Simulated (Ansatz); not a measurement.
## Perturbing In₂O₃

Base: a COD entry, ions relaxed with PBE at fixed cell.

```yaml
crystal:
  lattice:
    - [2.74350, 1.58396, 4.83667]
    - [-2.74350, 1.58396, 4.83667]
    - [0.00000, -3.16792, 4.83667]
  atoms:
    - { symbol: In, position: [0.35792, 0.35792, 0.35792] }
    - { symbol: In, position: [0.14208, 0.14208, 0.14208] }
    - { symbol: In, position: [0.64208, 0.64208, 0.64208] }
    - { symbol: In, position: [0.85792, 0.85792, 0.85792] }
    - { symbol: O, position: [0.54592, 0.95408, 0.25000] }
    - { symbol: O, position: [0.25000, 0.54592, 0.95408] }
    - { symbol: O, position: [0.95408, 0.25000, 0.54592] }
    - { symbol: O, position: [0.45408, 0.04592, 0.75000] }
    - { symbol: O, position: [0.75000, 0.45408, 0.04592] }
    - { symbol: O, position: [0.04592, 0.75000, 0.45408] }
```

Atom numbers follow the list; atoms alike are taken as one site, whose name carries the number of the first.

The numbers come from a DFT calculation in Ansatz (PBE, plane waves and PAW, scalar-relativistic, 420 eV cutoff, Γ-centred 7×7×7 k-points, Fermi–Dirac smearing 0.02 eV).

Task: Variant: z stretched by 2 %, ions relaxed. What happens to the gradients (10²¹ V/m²)?

Result: 

| site | atoms | V_zz base | η base | V_zz variant | η variant |
| --- | --- | --- | --- | --- | --- |
| In | 1, 2, 3, 4 | 4.81 | 0.00 | 3.77 | 0.00 |
| O | 5, 6, 7, 8, 9, … | -4.41 | 0.56 | -4.55 | 0.66 |

The largest change of V_zz is on In, from 4.81 to 3.77. In per cent, |V_zz| changes by -22 on In, +3 on O (all sites that start above 0.5).

For the base: At this cell the PBE pressure is 8 GPa, so with PBE the cell would grow if it were relaxed. Without spin–orbit coupling (the program notes it for In) the gradients are little affected as a rule: paired runs on crystals with a gap mostly move them by under 2 % at such atoms.
For the variant: Without spin–orbit coupling (the program notes it for In) the gradients can shift somewhat, as the gap is small. At this changed cell the PBE pressure is 5 GPa.
